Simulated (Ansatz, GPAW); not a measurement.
## ZrC: 3 runs at one level of theory

```
Zr C
1.0
     0.00000    2.36500    2.36500
     2.36500    0.00000    2.36500
     2.36500    2.36500    0.00000
Zr C
1 1
Direct
  0.50000 0.50000 0.50000
  0.00000 0.00000 0.00000
```

Alike in all runs: task band structure; functional BLYP; k mesh 10 × 10 × 10; occupations fermi-dirac, width 0.05 eV; no spin polarisation; no spin-orbit coupling. Pressure is positive in compression and, in plane waves, holds the error of the finite cutoff, which Ansatz's Pulay term estimates and takes out.

| program and potentials | plane-wave cutoff (eV) | notes | pressure (GPa) |
| --- | --- | --- | --- |
| Ansatz, Ansatz PAW | 420 | potentials made for PBE, which Ansatz adapts in part; Pulay term of +0.26 GPa included | 4.19 |
| GPAW, PAW data sets generated for this functional | 800 | - | 2.66 |
| Ansatz, all-electron LAPW, scalar-relativistic | - | - | 4.24 |

The pressure spans 2.66 (GPAW, PAW data sets generated for this functional) to 4.24 GPa (Ansatz, all-electron LAPW, scalar-relativistic), with all-electron results at 4.24. Some sets were made for another functional than the one run, which can shift their rows.

Differences between rows come from potentials, basis sets and numerical settings, since the functional is the same but for its coding. Runs on potential files found faulty are left out.
